## Question

A crystal of InP is held at a cubic lattice constant of 5.861 Å, and its pressure is computed with several density functionals. No atom moves between the runs. A positive pressure means that the crystal would lower its energy by expanding.

Kohn-Sham DFT calculations with VASP and GPAW for zinc-blende InP, all in the same fixed 2-atom cell. The basis column gives the plane-wave cutoff; the recommended VASP potentials treat In 4d as valence, the minimal ones as core. Pressures are for a static lattice and positive in compression.

```tsv
method	rung	program	potentials	basis	spin orbit	k mesh	smearing	pressure (GPa)
PBE	GGA	VASP	VASP PAW PBE potentials, recommended	520 eV	no	8x8x8 2-atom cell	gaussian 0.03eV	3.350
PBEsol	GGA	VASP	VASP PAW PBE potentials, minimal	500 eV	no	8x8x8 2-atom cell	gaussian 0.02eV	2.640
PBEsol	GGA	VASP	VASP PAW PBE potentials, recommended	520 eV	no	8x8x8 2-atom cell	gaussian 0.05eV	0.580
RPBE	GGA	VASP	VASP PAW PBE potentials, recommended	520 eV	no	8x8x8 2-atom cell	gaussian 0.05eV	5.100
RPBE	GGA	GPAW	GPAW PAW data sets (gpaw data 1.2.1)	600 eV	no	8x8x8 2-atom cell	gaussian 0.05eV	4.910
optB88-vdW	GGA	VASP	VASP PAW PBE potentials, recommended	520 eV	yes	6x6x6 2-atom cell	gaussian 0.05eV	3.040
PBE0	hybrid	VASP	VASP PAW PBE potentials, recommended	520 eV	yes	4x4x4 2-atom cell	Fermi-Dirac 0.05eV	1.080
```

(a) Explain the order of PBE, PBEsol and RPBE in the runs that are fit to be compared.

(b) Two rows carry the name PBEsol. Explain why their pressures differ.

(c) Estimate the lattice constant that PBE would prefer, taking a bulk modulus of roughly 60 GPa and a pressure derivative of 4.6. What follows for a computed film on an InP substrate?

## Model answer

**(a)** The fair comparison keeps the program and the treatment of indium the same. It uses the VASP rows without spin-orbit coupling and with the recommended potentials, in which the In 4d electrons belong to the valence. There the pressure is 0.58 GPa in PBEsol, 3.35 GPa in PBE and 5.10 GPa in RPBE. Since the cell is the same, these numbers rank the functionals by how large a crystal they prefer.

The order can be traced to how each functional treats uneven electron density. All three write the exchange energy as

$$E_x=\int n\,\varepsilon_x(n)\,F(s)\,d^3r ,$$

where $n$ is the electron density and $\varepsilon_x$, which is negative, is the exchange energy per electron of a uniform gas. The reduced gradient $s$ measures how fast the density changes on the scale of the local electron wavelength. The enhancement factor $F$ starts at 1 for uniform density and grows with $s$.

When the crystal expands, neighbouring atoms overlap less. The density in their outer parts and between them thins out and on the whole becomes more uneven, so $s$ tends to rise there. A functional whose $F$ climbs steeply then gains more exchange energy from the expansion. Because pressure is $P=-dE/dV$, with $E$ the total energy and $V$ the volume, that extra gain appears as extra pressure at a fixed cell.

At small $s$, $F$ is close to $1+\mu s^2$. The coefficient $\mu$ is about 0.12 in PBEsol and 0.22 in both PBE and RPBE, which puts PBEsol lowest. RPBE parts from PBE only at larger $s$, where its $F$ begins to flatten later and so stays steeper over the range that matters in a solid. The same argument should give the same order in AlP, a neighbouring semiconductor with the same structure.

**(b)** The functional is the same, but the indium potential is not. The minimal potential freezes the ten In 4d electrons in their atomic form, while the recommended one lets them respond to the crystal. Freezing them goes with a rise in pressure from 0.58 to 2.64 GPa.

The direction is the one to expect if the 4d shell is the cause. A shell that is free to adjust can only lower the energy compared with the same shell held rigid. The neighbours disturb it more strongly in a compressed crystal, so the lowering grows as the volume shrinks. Freeing the shell therefore favours a smaller crystal and reduces the pressure. In AlP this choice would not arise, because aluminium has no filled d shell beneath its valence electrons.

**(c)** Let $a$ be the given lattice constant and $a_0$ the preferred one. The Murnaghan equation, which lets the bulk modulus $B$ grow linearly with pressure at the rate $B'$, gives

$$\frac{a_0}{a}=\left(1+\frac{B'P}{B}\right)^{1/(3B')}=\left(1+\frac{4.6\times 3.35}{60}\right)^{1/(3\times 4.6)}\approx 1.017 .$$

PBE thus prefers a lattice constant about 1.7% longer than the given one, or roughly 0.1 Å. A stiffer crystal, with $B$ near 70 GPa, would bring this down to about 1.5%.

This matters when strain is computed for layers grown on InP. Suppose that a film of InP itself is relaxed in PBE and then clamped to a substrate held at the given cell. The calculation would report a compressed film, although film and substrate are the same material. A mismatch of this size is enough to make a real thick film form dislocations, so the false strain could change a judgement about growth. Film and substrate should both be relaxed with the same functional and the same potentials.

## Remarks on the reasoning

An answer to (a) that compares PBE with the wrong PBEsol row finds a step of only 0.7 GPa instead of 2.8 GPa. It would conclude that the two functionals nearly agree, when the choice of potential has hidden about three quarters of their difference. The order survives, but the size of the step means little unless the potentials match.

The answer to (b) argues the role of the 4d shell from theory, and the two potentials may differ in other respects as well. The cutoff and the smearing of the two runs also differ slightly. Two observations still point to the 4d shell. The band gap of the same runs is about 0.06 eV smaller when the 4d electrons are free, as expected when a filled d shell pushes the top of the valence band upwards. The RPBE pair, in which both programs treat 4d as valence, differs by only 0.2 GPa despite the change of program, data sets and basis.

The picture in (a) can be made roughly quantitative. The step from PBE to RPBE is 0.63 times the step from PBEsol to PBE, and one may ask which single value of $s$ would give that ratio. The slopes of the three curves $F(s)$ give about 0.9 and their heights about 1.5, as the printed output shows. Both are of order one, a usual size for valence electrons in a solid, so the known formulas are compatible with the relative size of the steps.

This remains a consistency argument, because the three pressures were used to find $s$. It also squeezes a whole crystal into one gradient and leaves out correlation, whose gradient term is weaker in PBEsol and offsets part of the exchange effect. A further limit is that the VASP potentials were made for PBE, so the cores are not fully consistent with the other functionals.

The last two rows need more caution, since they add spin-orbit coupling and use coarser k meshes. The table lists optB88-vdW as a GGA, but its correlation also contains a nonlocal van der Waals part. optB88-vdW lies only 0.3 GPa below PBE, too little to fix their order under such different settings. PBE0 lies 2.3 GPa below PBE. Hybrids commonly shorten the bonds of semiconductors relative to PBE, so the exact exchange in PBE0 is a likely cause, but how much of the drop comes from the mesh, the spin-orbit coupling and the reduced precision chosen for the exact exchange is untested.

Numerical output:

```
RPBE less PBE, VASP, 4d in valence (GPa): 1.75
PBE less PBEsol, VASP, 4d in valence (GPa): 2.77
PBEsol, 4d frozen less 4d in valence (GPa): 2.06
the 4d shift as percent of the step PBE less PBEsol: 74.37
PBE less PBEsol with 4d frozen (GPa): 0.71
RPBE, VASP less GPAW (GPa): 0.19
PBE less optB88-vdW, settings differ (GPa): 0.31
PBE less PBE0, settings differ (GPa): 2.27
PBEsol gap, 4d frozen less 4d in valence (eV): 0.0642
cubic lattice constant of the given cell (angstrom): 5.861
implied excess of the lattice constant in percent:
         row  pressure_GPa  if_B_is_60  if_B_is_70
         PBE          3.35        1.67       1.452
      PBEsol          2.64       1.345       1.166
      PBEsol          0.58      0.3158      0.2714
        RPBE           5.1        2.42       2.117
        RPBE          4.91       2.342       2.047
  optB88-vdW          3.04        1.53       1.329
        PBE0          1.08      0.5781      0.4981
enhancement factor at s of 1, PBEsol: 1.107
enhancement factor at s of 1, PBE: 1.173
enhancement factor at s of 1, RPBE: 1.192
computed ratio of the upper to the lower pressure step: 0.6318
s that gives this ratio from the slopes of F: 0.9241
s that gives this ratio from the heights of F: 1.494
```
